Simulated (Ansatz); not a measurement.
**Relaxing gallium (hcp)**

Theory: DFT, RPBE, plane waves (420 eV) with PAW, scalar-relativistic in Ansatz. The PAW files were generated under PBE, with cores re-solved for the functional.

k-point mesh 12×12×7, Fermi-Dirac smearing 0.1 eV, no spin polarisation. Cell and atoms relax.

Starting structure:

```yaml
crystal:
  lattice:
    - [3.0261186087, 0.0, 0.0]
    - [-1.5130593044, 2.62069559, 0.0]
    - [0.0, 0.0, 4.941651688]
  atoms:
    - { symbol: Ga, position: [0.3333333333, 0.6666666667, 0.25] }
    - { symbol: Ga, position: [0.6666666667, 0.3333333333, 0.75] }
hamiltonian:
  xc: rpbe
  pseudopotentials:
    kind: paw
    azcp:
      Ga: "pseudopotentials/Ga.paw.azcp"
basis:
  ecutwfc: 420
  fft_grid_basis: typed
kpoints:
  mp_grid: { grid: [12, 12, 7], shift: [0, 0, 0] }
magnetization:
  spin_polarized: false
scf:
  occupations: { method: fermi_dirac, width: 0.1 }
relax:
  max_steps: 60
  f_tol: 0.01
  cell: {}
```

**Question.** What cell does the relaxation end in?

**Answer.** P6_3/mmc with a = 3.074 Å, c = 4.848 Å (c/a = 1.577); 19.83 Å³ per atom against 19.59 at the start (1.2 %).

**Question.** How much energy does the relaxation gain?

**Answer.** 2.3 meV per atom.
